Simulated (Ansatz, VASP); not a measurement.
**Sb: VASP beside Ansatz**

```
Sb
1.0
     0.00000    2.34279    2.34279
     2.34279    0.00000    2.34279
     2.34279    2.34279    0.00000
Sb
1
Direct
  0.00000 0.00000 0.00000
```

Change from the starting cell: volume scaled by 1.05, PAW files.

Alike in both runs: task electric field gradients; functional PBEsol; k mesh 12 × 12 × 12; occupations fermi-dirac, width 0.05 eV; no spin polarisation.

|  | VASP | Ansatz |
| --- | --- | --- |
| version | VASP 6.6.1 | Ansatz 0.2.0 |
| potentials or method | VASP PAW PBE potentials, release 64 (Sb) | PAW with Ansatz's default frozen-core files, scalar-relativistic |
| plane-wave cutoff (eV) | 520 | 420 |
| valence electrons in the cell | 5 | 15 |

```tsv
	VASP	Ansatz	Ansatz less VASP
pressure (GPa)	1.4	1.4	+0.01
Vzz of the field gradient on the site that differs most (V/Å²)	0.0	0.0	0.00
```

The two sets of potentials don't hold the same shells in valence. Ansatz warned: «gradients_without_spin_orbit».

Caveats: the PAW data sets were made with another functional, which shifts forces and pressure a little (VASP). The runs have no spin-orbit coupling, so splittings on Sb are missing.
